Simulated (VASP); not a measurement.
## InGaAs2: relaxation of cell and atoms with PBEsol

The system is InGaAs2.

```
CELL_PARAMETERS angstrom
0.00000 5.86000 5.86000
5.86000 0.00000 5.86000
5.86000 5.86000 0.00000
ATOMIC_POSITIONS crystal
Ga 0.00000 0.00000 0.00000
Ga 0.00000 0.50000 0.00000
Ga 0.50000 0.00000 0.50000
Ga 0.50000 0.50000 0.50000
In 0.00000 0.00000 0.50000
In 0.00000 0.50000 0.50000
In 0.50000 0.00000 0.00000
In 0.50000 0.50000 0.00000
As 0.12500 0.12500 0.12500
As 0.12500 0.12500 0.62500
As 0.12500 0.62500 0.12500
As 0.12500 0.62500 0.62500
As 0.62500 0.12500 0.12500
As 0.62500 0.12500 0.62500
As 0.62500 0.62500 0.12500
As 0.62500 0.62500 0.62500
```

The cell comes from a database or a generator and needn't be the stable form of this composition.

| Property | Result |
| --- | --- |
| Program | VASP 6.6.1 |
| Task | relaxation of cell and atoms |
| Functional | PBEsol |
| Potentials or basis | VASP PAW PBE potentials, release 64 (Ga_d, In_d, As) |
| Cutoff | 520 eV |
| k mesh | 4 × 4 × 4 |
| Occupations | gaussian, width 0.03 eV |
| Spin | no spin polarisation |
| Further INCAR settings | ALGO = Fast; EDIFF = 1e-06; IBRION = 2; EDIFFG = -0.005; NSW = 60; ISIF = 3 |

* Relaxed volume: 25.39 Å³/atom
* Relaxed cell: a = 8.325 Å, b = 8.290 Å, c = 8.325 Å, α = 60.14°, β = 59.73°, γ = 60.14°
* Space group after relaxing (to 0.05 Å): P-4m2 (No. 115)
* Energy gained by relaxing: 40.2 meV/atom
* Ionic steps: 11
* Pressure after relaxing: 0.0 GPa
* Largest force after relaxing: 0.004 eV/Å
* Band gap on the k mesh: none (metal or under the smearing width)

Forces on the atoms (eV/Å):
```
Ga   0.000  0.000  0.000
Ga   0.000  0.000  0.000
Ga   0.000  0.000  0.000
Ga   0.000  0.000  0.000
In   0.000  0.000  0.000
In   0.000  0.000  0.000
In   0.000  0.000  0.000
In   0.000  0.000  0.000
As   0.000  0.004  0.000
As   0.000 -0.004  0.000
As   0.000  0.004  0.000
As   0.000 -0.004  0.000
As   0.000 -0.004  0.000
As   0.000  0.004  0.000
As   0.000 -0.004  0.000
As   0.000  0.004  0.000
```

Step by step:
| step | energy change (eV) | largest force (eV/Å) | pressure (GPa) | volume (Å³) |
| --- | --- | --- | --- | --- |
| 1 | 0.0000 | 1.3602 | 1.44 | 402.46 |
| 2 | -0.4989 | 0.5228 | -1.11 | 415.73 |
| 3 | -0.5271 | 0.2962 | -1.76 | 419.78 |
| 4 | -0.6417 | 0.0264 | 0.18 | 405.30 |
| 5 | -0.6423 | 0.0002 | 0.00 | 406.37 |
| 6 | -0.6423 | 0.0068 | 0.03 | 406.10 |
| 7 | -0.6432 | 0.0107 | 0.02 | 406.19 |
| 8 | -0.6437 | 0.0148 | 0.01 | 406.28 |
| 9 | -0.6438 | 0.0171 | 0.00 | 406.32 |
| 10 | -0.6438 | 0.0174 | 0.00 | 406.33 |
| 11 | -0.6439 | 0.0041 | 0.00 | 406.28 |

Final structure:
```
Ga In As
1.0
     0.00000    5.91108    5.86224
     5.86224    0.00000    5.86224
     5.86224    5.91108    0.00000
Ga In As
4 4 8
Direct
  0.00000 0.00000 0.00000
  0.00000 0.50000 0.00000
  0.50000 0.00000 0.50000
  0.50000 0.50000 0.50000
  0.00000 0.00000 0.50000
  0.00000 0.50000 0.50000
  0.50000 0.00000 0.00000
  0.50000 0.50000 0.00000
  0.11509 0.13491 0.11509
  0.13491 0.11509 0.63491
  0.11509 0.63491 0.11509
  0.13491 0.61509 0.63491
  0.63491 0.11509 0.13491
  0.61509 0.13491 0.61509
  0.63491 0.61509 0.13491
  0.61509 0.63491 0.61509
```

Levels at points of the mesh, in eV from the Fermi level:
```
           k point  band 68  band 69  band 70  band 71  band 72  band 73  band 74  band 75  band 76  band 77
(0.00, 0.00, 0.00)    -0.76    -0.76    -0.19    -0.18     0.00     0.00     0.54     0.54     1.02     1.02
(0.50, 0.00, 0.00)    -1.80    -0.68    -0.68    -0.58    -0.58     1.06     1.06     2.07     2.07     2.08
(0.50, 0.50, 0.00)    -1.51    -1.32    -1.32    -1.00    -1.00     2.00     2.00     2.47     2.47     2.48
(0.50, 0.00, 0.50)    -1.46    -1.24    -1.24    -0.86    -0.86     1.83     1.92     2.01     2.01     2.74
```

Run time: 80 min on 1 thread of Intel(R) Xeon(R) Platinum 8488C (Sapphire Rapids), with other jobs on the host, peak memory 0.83 GiB.

Caveat: the PAW data sets were made with another functional, which shifts forces and pressure a little.
